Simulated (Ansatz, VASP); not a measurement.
This is a calculation of GaP for VASP 6.6.1.

The input POSCAR:

```
GaP
1.0
    0.0000000000      2.7252500000      2.7252500000
    2.7252500000      0.0000000000      2.7252500000
    2.7252500000      2.7252500000      0.0000000000
Ga P
1 1
Direct
    0.0000000000      0.0000000000      0.0000000000
    0.7500000000      0.7500000000      0.7500000000
```

File INCAR.step1:

```
PREC = Accurate ; ENCUT = 520
EDIFF = 1E-5 ; ISMEAR = -1
SIGMA = 0.05 ; LREAL = False
LASPH = True ; NELM = 60
ALGO = Normal ; ISIF = 2
LWAVE = True ; LCHARG = False
GGA = PE
```

INCAR.step2

```
PREC = Accurate ; ENCUT = 520
EDIFF = 1E-6 ; ISMEAR = -1
SIGMA = 0.05 ; LREAL = False
LASPH = True ; NELM = 60
ALGO = Normal ; ISIF = 2
LWAVE = False ; LCHARG = False
GGA = PE ; LHFCALC = True
HFSCREEN = 0.3 ; PRECFOCK = Fast
ISTART = 1
```

The input KPOINTS:

```
regular mesh
0
Gamma
  4 4 4
```

Contents of KPOINTS_OPT:

```
path GXWKGLUWLK,UX
10
line-mode
reciprocal
 0.0000000000  0.0000000000  0.0000000000  G
 0.5000000000  0.0000000000  0.5000000000  X

 0.5000000000  0.0000000000  0.5000000000  X
 0.5000000000  0.2500000000  0.7500000000  W

 0.5000000000  0.2500000000  0.7500000000  W
 0.3750000000  0.3750000000  0.7500000000  K

 0.3750000000  0.3750000000  0.7500000000  K
 0.0000000000  0.0000000000  0.0000000000  G

 0.0000000000  0.0000000000  0.0000000000  G
 0.5000000000  0.5000000000  0.5000000000  L

 0.5000000000  0.5000000000  0.5000000000  L
 0.6250000000  0.2500000000  0.6250000000  U

 0.6250000000  0.2500000000  0.6250000000  U
 0.5000000000  0.2500000000  0.7500000000  W

 0.5000000000  0.2500000000  0.7500000000  W
 0.5000000000  0.5000000000  0.5000000000  L

 0.5000000000  0.5000000000  0.5000000000  L
 0.3750000000  0.3750000000  0.7500000000  K

 0.6250000000  0.2500000000  0.6250000000  U
 0.5000000000  0.0000000000  0.5000000000  X
```

Potentials or basis: VASP PAW PBE potentials, release 64 (Ga_d, P).

Launch:

```sh
$ cat potpaw_PBE.64/Ga_d/POTCAR potpaw_PBE.64/P/POTCAR > POTCAR
$ cp INCAR.step1 INCAR
$ mpirun -np 1 vasp_std > vasp.out
$ cp INCAR.step2 INCAR
$ mpirun -np 1 vasp_std > vasp.out
```

Problem. Translate it to Ansatz 0.2.0. Potentials there: Ansatz PAW.

Solution. As run (the cutoff follows the program's own potentials):

input.yaml

```yaml
crystal:
  lattice:
    - [0.0, 2.72525, 2.72525]
    - [2.72525, 0.0, 2.72525]
    - [2.72525, 2.72525, 0.0]
  atoms:
    - { symbol: Ga, position: [0.0, 0.0, 0.0] }
    - { symbol: P, position: [0.75, 0.75, 0.75] }
hamiltonian:
  xc: { exchange: pbe, correlation: pbe, exx: { coeff: 0.25, omega: 0.3 } }
  pseudopotentials: { kind: paw }
kpoints:
  mp_grid: { grid: [4, 4, 4] }
  band_path:
    path:
      - [[0.0, 0.0, 0.0], [0.5, 0.0, 0.5], [0.5, 0.25, 0.75], [0.375, 0.375, 0.75], [0.0, 0.0, 0.0], [0.5, 0.5, 0.5], [0.625, 0.25, 0.625], [0.5, 0.25, 0.75], [0.5, 0.5, 0.5], [0.375, 0.375, 0.75]]
      - [[0.625, 0.25, 0.625], [0.5, 0.0, 0.5]]
    npoints: 4
scf:
  occupations: { method: fermi_dirac, width: 0.05 }
  n_extra_bands: 6
output:
  forces: true
  stress: true
  eigenvalues: true
  fatbands: false
```

Potentials or basis: Ansatz PAW.

Run with:

```sh
$ ansatz run input.yaml --threads 2 --pin off --max-ram 5632MiB --backend cpu --events-out ev --progress --plain --runs-dir out
```

Both were run:

|  | VASP | Ansatz | Ansatz less VASP |
| --- | --- | --- | --- |
| gap on the k mesh at the Fermi level (eV) | 2.13 | 2.13 | -0.003 |
| least direct gap on the mesh (eV) | 2.64 | 2.65 | +0.005 |
| gap along the band path (eV) | 2.10 | 2.13 | +0.028 |
| pressure (GPa) | 1.3 | 1.4 | +0.15 |

Caveats: the k mesh is coarse (spacing up to 0.50 Å⁻¹), so the values aren't converged, least of all with exact exchange; the PAW data sets were made with another functional, which shifts forces and pressure a little (VASP); the PAW data sets come from PBE, with cores solved anew for the run's functional, which leaves a small shift of forces and pressure (Ansatz); the thresholds are loose for stress (Ansatz).
